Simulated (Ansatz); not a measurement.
# Te2Mo (P6_3/mmc) in Ansatz: notebook

Aim: see how the results for Te2Mo move with the level of theory and the settings. Levels: r2SCAN+rVV10, PBE. Tasks: single point, equation of state, band structure.

Program: Ansatz 0.2.0. These are calculated values, not measurements. Logs are shortened: lines on timing, memory, paths and dates and some standing lists are left out, and cuts for length are marked.

**Measured values to compare with.**

“Broadband infrared study of pressure-tunable Fano resonance and metallization transition in 2H-MoTe2”, 2022, pmc:9569381 quotes, for a bulk crystal of Te2Mo at 300 K: band gap 0.88 ± 0.05 eV (indirect).

The results are compared with them further down.

## 1. Starting point

Symmetry: P6_3/mmc, No. 194, hexagonal system. The conventional cell has a = 3.518 Å, b = 3.518 Å, c = 13.974 Å, α = 90.00°, β = 90.00°, γ = 120.00°. Around Te (site symmetry 3m) lie 3 Mo at 2.72 Å. Mo (site symmetry -6m2) is surrounded by 6 Te at 2.72 Å.

## 2. Single point, r2SCAN+rVV10, 23.47 Å³/atom (volume scaled by 0.94)

Input file input.yaml:

```yaml
crystal:
  lattice:
    - [3.4463798477, 0.0, 0.0]
    - [-1.7231899238, 2.9846524992, 0.0]
    - [0.0, 0.0, 13.6883444487]
  atoms:
    - { symbol: Te, position: [0.6666666667, 0.3333333333, 0.379] }
    - { symbol: Te, position: [0.3333333333, 0.6666666667, 0.879] }
    - { symbol: Te, position: [0.6666666667, 0.3333333333, 0.121] }
    - { symbol: Te, position: [0.3333333333, 0.6666666667, 0.621] }
    - { symbol: Mo, position: [0.6666666667, 0.3333333333, 0.75] }
    - { symbol: Mo, position: [0.3333333333, 0.6666666667, 0.25] }
hamiltonian:
  xc: r2scan
  pseudopotentials: { kind: paw }
  dispersion: rvv10
kpoints:
  mp_grid: { grid: [9, 9, 2] }
scf:
  occupations: { method: fermi_dirac, width: 0.05 }
output:
  forces: true
  stress: true
  eigenvalues: true
```

Potentials or basis: Ansatz PAW.

Command:

```bash
> ansatz run input.yaml --threads 2 --pin off --max-ram 5120MiB --backend cpu --events-out ev --progress --plain --runs-dir out
```

Output:

```text
Warning: RAYON_NUM_THREADS=2 ignored (pool sized by the plan → 2); use --threads N
Engine: ansatz 0.2.0, aarch64-unknown-linux-gnu
Pseudopotentials: kind: paw
Pseudopotential: Te, paw, valence charge 16, recommended cutoff 500 eV (meta_gga), Te.paw.azcp
Pseudopotential: Mo, paw, valence charge 14, recommended cutoff 500 eV (meta_gga), Mo.paw.azcp
Functional definition: r2SCAN+rVV10
  parameter k0 = 0.174
  parameter k1 = 0.065
  parameter a1 = 4.9479
  exchange = r2scan_x(k0 = k0, k1 = k1, a1 = a1)
  correlation = r2scan_c + rvv10(11.95, 0.0093)
Crystal: 6 atoms, lattice volume = 140.802 Å³
Basis set: ecut = 500 eV, 3553 PW (Γ), exchange–correlation on 120×120×480 points (64 copies of the dense FFT grid, shifted against one another)
Bands: 56, of which v1, the nominal top of the filled ones, is band 46 counted from 1 (45 counted from 0)
Symmetry: 24 space group operations
Space group: P63/mmc (ITA 194), of the structure as read, at distance tolerance 5.2e-5 Å
k-points: 24 of 162
Non-local potential: Te, projectors of the file, l = 0: 2, l = 1: 2, l = 2: 2, l = 3: 2
Non-local potential: Mo, projectors of the file, l = 0: 3, l = 1: 2, l = 2: 2, l = 3: 1
PAW form: soft (Blöchl's): semilocal exchange-correlation on the pseudo side does not see the compensation charge
rVV10 density: all electrons in the spheres
PAW frozen core: Te, regenerated for the run's functional (the file was generated under x = pbe(κ = 0.804, μ = 0.2195149727645171), c = pbe(β = 0.06672455060314922))
PAW frozen core: Mo, regenerated for the run's functional (the file was generated under x = pbe(κ = 0.804, μ = 0.2195149727645171), c = pbe(β = 0.06672455060314922))
PAW one-centre angular grid: Te, 590 points (default); XC on 160 Gauss nodes
PAW one-centre angular grid: Mo, 590 points (default); XC on 160 Gauss nodes
Initial density: superposition of atomic densities (neutral atoms: chi_scale 0, normalization atom), corrected by the library's trained network
Initial wavefunctions: pseudopotential atomic-orbital guess
Functional: x = r2scan, c = r2scan + rvv10(b = 11.95, C = 0.0093); τ floored in thin density (d = 2e-4 eV/Å³)
SCF iter   1: F=—  HF=-37905.034870 eV  |F-HF|=—  |Δ(HF+E_count)|=         —  Δρ=8.84e-3  dr2=1.90e-1  dr2_τ=3.91e-2  ethr=1.77e-3  ⟨swp⟩=7.8  Hψ=5379  notcnv=0  defer=1
preconditioner: auto → Resta (q_TF=auto, 2.541 Å⁻¹)  ε∞=6.1  [insulator: Δε(μ)=0.838 eV  Ē_g=8.305 eV  σ=0.050 eV  W_gap=1.00  n_scr=52 (ndim 8)  ℏωp=18.8 eV  f_vac=0.016  D(μ)=0.00/eV (n_scr^D=0)  ε∞_Penn≈6.1]
SCF iter   2: F=—  HF=-37905.104634 eV  |F-HF|=—  |Δ(HF+E_count)|=   6.98e-2  Δρ=4.32e-3  dr2=2.71e-2  dr2_τ=9.58e-3  ethr=2.07e-4  ⟨swp⟩=3.0  Hψ=2258  notcnv=0  defer=52
SCF iter   3: F=—  HF=-37905.106911 eV  |F-HF|=—  |Δ(HF+E_count)|=   2.28e-3  Δρ=2.64e-3  dr2=3.60e-3  dr2_τ=2.41e-4  ethr=2.95e-5  ⟨swp⟩=2.0  Hψ=1463  notcnv=0  defer=28
automatic band count: iteration 3 solves 55 bands in place of 56: the levels show a gap, and the empty bands left out lie too high to hold charge; the band table lists the bands solved (type scf.n_extra_bands for more)
SCF iter   4: F=—  HF=-37905.111589 eV  |F-HF|=—  |Δ(HF+E_count)|=   4.68e-3  Δρ=3.32e-4  dr2=1.13e-4  dr2_τ=7.91e-6  ethr=3.91e-6  ⟨swp⟩=2.0  Hψ=1898  notcnv=0  defer=28
SCF iter   5: F=—  HF=-37905.111673 eV  |F-HF|=—  |Δ(HF+E_count)|=   8.44e-5  Δρ=7.08e-5  dr2=7.14e-6  dr2_τ=2.80e-7  ethr=1.23e-7  ⟨swp⟩=3.0  Hψ=2585  notcnv=0  defer=28
SCF iter   6: F=—  HF=-37905.111620 eV  |F-HF|=—  |Δ(HF+E_count)|=   5.34e-5  Δρ=1.71e-5  dr2=5.56e-7  dr2_τ=1.25e-8  ethr=7.77e-9  ⟨swp⟩=2.0  Hψ=1724  notcnv=0  defer=28
SCF iter   7: F=-37905.111621 eV  HF=-37905.111621 eV  |F-HF|=1.03e-8  |Δ(HF+E_count)|=   4.55e-7  Δρ=4.33e-6  dr2=2.15e-8  dr2_τ=1.30e-9  ethr=1.09e-10  ⟨swp⟩=11.0  Hψ=5648  notcnv=0
SCF 1 converged in 7 iterations: F = -37905.111621 eV  dr2 = 2.15e-8
SCF converged after 7 iterations
Free energy (F): -37905.111621 eV
Harris-Foulkes:  -37905.111621 eV  (|F-HF|=1.03e-8)
Internal energy: -37905.111609 eV  (E = F + TS)
E sigma→0 (E₀):  -37905.111615 eV
Entropy (-TS):   -0.000011 eV (-0.002 meV/atom)
Fermi energy:    13.909041 eV
--- Per-component energies (eV) ---
  E_band       = -1126.381909
  E_kinetic    = 1616.208387
  E_local      = -7098.663562  (includes V_loc(G=0)·N_el)
  E_nonlocal   = -952.856874
  E_hartree    = 4035.692426
  E_xc         = -812.479537
  E_vxc        = -965.203866  (∫ρ·V_xc dr)
  E_paw        = -25182.936029  (= ΣΔE_a)
  E_vpaw       = -1858.499205  (= ΣTr[D̂ρ^β])
  E_aug_tail   = 0.000076  (compensation charges beyond the density's cutoff)
  E_vtau       = 61.248282  (kinetic-family band-sum trace: ∫τ·v_τ [+ j·A + Jᵃ·Aᵃ] dr)
  E_ewald      = -9510.773512
  E_core_change = 0.697015  (= ΣΔE_core)
  E_smearing   = -0.000011  (= −TS)
  E_closure    = -0.000000  (closes the sum)
  Σ components = -37905.111621   (vs F -37905.111621, Δ=0.00e0)
--- Forces (eV/Å), atoms counted from 1 ---
  atom   1  Te    -0.00000000    -0.00000000     0.89822041
  atom   2  Te     0.00000000     0.00000000     0.89822041
  atom   3  Te    -0.00000000    -0.00000000    -0.89822041
  atom   4  Te     0.00000000     0.00000000    -0.89822041
  atom   5  Mo    -0.00000000    -0.00000000     0.00000000
  atom   6  Mo    -0.00000000     0.00000000     0.00000000
  max |Σ_I F_I| component: 2.08e-17 eV/Å
--- Stress (GPa, compression-positive) ---
        8.232103       0.000000       0.000000
       -0.000000       8.232103       0.000000
        0.000000       0.000000       9.443104
  P = ⅓ Tr σ = 8.6358 GPa (86.358 kbar)
--- Band table (eV; the first three rows and the last of 24) ---
  k-point 0: bands = ["-49.2359", "-49.2359", "-24.2029", "-24.2029", "-24.2023", "-24.2023", "-24.1770", "-24.1770", "-24.1766", "-24.1766", "-24.1188", "-24.1188", "-24.1164", "-24.1164", "-24.1023", "-24.1023", "-24.1002", "-24.1002", "-24.0922", "-24.0901", "-24.0789", "-24.0768", "-22.7264", "-22.7263", "-22.5108", "-22.5108", "-22.5108", "-22.5108", "-0.5506", "-0.1808", "0.4778", "1.0886", "6.9132", "8.3850", "10.0204", "11.3679", "11.3679", "11.3853", "11.3853", "12.2222", "12.2610", "12.2610", "12.3006", "12.3006", "13.1345", "13.5130", "16.7596", "16.7596", "16.9106", "16.9106", "17.0653", "17.0653", "17.3744", "17.3744", "20.2443"]
  k-point 1: bands = ["-49.2359", "-49.2359", "-24.2026", "-24.2026", "-24.2026", "-24.2026", "-24.1768", "-24.1768", "-24.1768", "-24.1768", "-24.1177", "-24.1177", "-24.1177", "-24.1177", "-24.1012", "-24.1012", "-24.1012", "-24.1012", "-24.0912", "-24.0912", "-24.0778", "-24.0778", "-22.7264", "-22.7264", "-22.5108", "-22.5108", "-22.5108", "-22.5108", "-0.4083", "-0.4083", "0.8202", "0.8202", "7.4856", "7.4856", "11.1871", "11.1871", "11.3765", "11.3765", "11.3765", "11.3765", "12.2809", "12.2809", "12.2809", "12.2809", "13.4089", "13.4089", "16.8051", "16.8051", "16.8051", "16.8051", "17.2489", "17.2489", "17.2489", "17.2489", "20.3675"]
  k-point 2: bands = ["-49.2342", "-49.2342", "-24.2006", "-24.2000", "-24.1993", "-24.1987", "-24.1817", "-24.1812", "-24.1735", "-24.1731", "-24.1202", "-24.1198", "-24.1179", "-24.1178", "-24.1081", "-24.1060", "-24.1027", "-24.1004", "-24.0903", "-24.0887", "-24.0768", "-24.0748", "-22.7115", "-22.7114", "-22.5348", "-22.5348", "-22.5148", "-22.5147", "-0.3499", "0.0181", "0.6228", "1.2137", "7.1250", "8.5817", "9.9007", "10.9611", "10.9982", "11.5256", "11.5558", "11.6141", "12.0023", "12.0562", "12.2513", "12.2715", "13.3076", "13.3933", "16.2203", "16.2753", "16.3055", "16.4219", "16.5999", "16.8475", "16.9823", "17.1358", "20.8002"]
  k-point 23: bands = ["-49.2196", "-49.2196", "-24.2262", "-24.2262", "-24.1857", "-24.1857", "-24.1597", "-24.1597", "-24.1588", "-24.1588", "-24.1435", "-24.1435", "-24.1235", "-24.1235", "-24.1096", "-24.1096", "-24.1090", "-24.1090", "-24.0842", "-24.0842", "-24.0591", "-24.0591", "-22.6825", "-22.6825", "-22.6053", "-22.6053", "-22.5889", "-22.5889", "2.4398", "2.4398", "2.6506", "2.6506", "8.0761", "8.0761", "8.2691", "8.2691", "8.9587", "8.9587", "9.4248", "9.4248", "10.4463", "10.4463", "11.2485", "11.2485", "13.1940", "13.1940", "14.6054", "14.6054", "15.2409", "15.2409", "16.2098", "16.2098", "17.6778", "17.6778", "18.8414"]
```

Run time: 14 s. Hardware: 2 threads of Arm Neoverse V1, shared host; peak memory 1 GiB.

Results:

```yaml
Free_energy: -37905.1116 eV
Pressure: 8.6 GPa
Largest_force: 0.898 eV/Å
Band_gap_on_the_k_mesh: 0.84 eV, indirect (least direct gap 1.23 eV)
```

Caveat: odd divisions of the mesh miss points on the zone boundary, where band edges often lie, so the gap on the mesh can be too wide; spin-orbit coupling is left out, which moves the levels of the heavy elements; the PAW data sets come from PBE, with cores solved anew for the run's functional, which leaves a small shift of forces and pressure.

## 3. Single point, r2SCAN+rVV10, 23.97 Å³/atom (volume scaled by 0.96)

Edit input.yaml of step 2 so:

```diff
@@ -2,5 +2,5 @@
   lattice:
-    - [3.4463798477, 0.0, 0.0]
-    - [-1.7231899238, 2.9846524992, 0.0]
-    - [0.0, 0.0, 13.6883444487]
+    - [3.470650928, 0.0, 0.0]
+    - [-1.735325464, 3.0056718713, 0.0]
+    - [0.0, 0.0, 13.7847444167]
   atoms:
```

Potentials or basis: Ansatz PAW.

Command:

```bash
> ansatz run input.yaml --threads 2 --pin off --max-ram 5120MiB --backend cpu --events-out ev --progress --plain --runs-dir out
```

Run time: 14 s. Hardware: 2 threads of Arm Neoverse V1, shared host; peak memory 1 GiB.

Results (log left out):

```
Free energy            : -37905.2463 eV
Pressure               : 5.8 GPa
Largest force          : 0.558 eV/Å
Band gap on the k mesh : 0.86 eV, indirect (least direct gap 1.19 eV)
```

Caveat: odd divisions of the mesh miss points on the zone boundary, where band edges often lie, so the gap on the mesh can be too wide; spin-orbit coupling is left out, which moves the levels of the heavy elements; the PAW data sets come from PBE, with cores solved anew for the run's functional, which leaves a small shift of forces and pressure.

[end of part 1 of 2]
